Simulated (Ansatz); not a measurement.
## HfN: what changed settings do

All trials start from this Ansatz input:

```yaml
crystal:
  lattice:
    - [3.1339080219, 0.0, 0.0]
    - [-1.566954011, 2.7140439601, 0.0]
    - [0.0, 0.0, 5.41676772]
  atoms:
    - { symbol: Hf, position: [0.66666667, 0.33333333, 0.75] }
    - { symbol: Hf, position: [0.33333333, 0.66666667, 0.25] }
    - { symbol: "N", position: [0.0, 0.0, 0.0] }
    - { symbol: "N", position: [0.0, 0.0, 0.5] }
basis:
  ecutwfc: 420
kpoints:
  mp_grid: { grid: [6, 6, 4] }
hamiltonian:
  xc: pbe
scf:
  occupations: { method: gaussian, width: 0.1 }
output:
  forces: true
  stress: true
  eigenvalues: true
```

Command:

```bash
ansatz run input.yaml --threads 1 --pin off --max-ram 1331MiB --backend cpu --events-out ev --progress --plain --runs-dir out
```

The run converges in 7 SCF iterations on 21 irreducible k-points: pressure 6.23 GPa, no gap.

The inputs are trials, many of them unsound on purpose. Their numbers show the effect of the settings and aren't properties of the material. Each trial's input is given as a difference from the reference's; energies are extrapolated to zero smearing where there is one, and pressure is positive in compression.

Trial 1:

```diff
 scf:
-  occupations: { method: gaussian, width: 0.1 }
+  occupations: { method: tetrahedron }
```

What does the program give?

The run converges in 8 SCF iterations on 21 irreducible k-points: energy 1.63 meV per atom below the reference, pressure 6.18 GPa, no gap. It warns that the printed bands weren't solved further after the SCF; that forces and stress under tetrahedra may miss the energy's slope.

Trial 2:

```diff
 basis:
-  ecutwfc: 420
+  precision: f64
```

What does the program give?

The run converges in 7 SCF iterations on 21 irreducible k-points: the reference's energy to 0.01 meV per atom, pressure 6.23 GPa, no gap.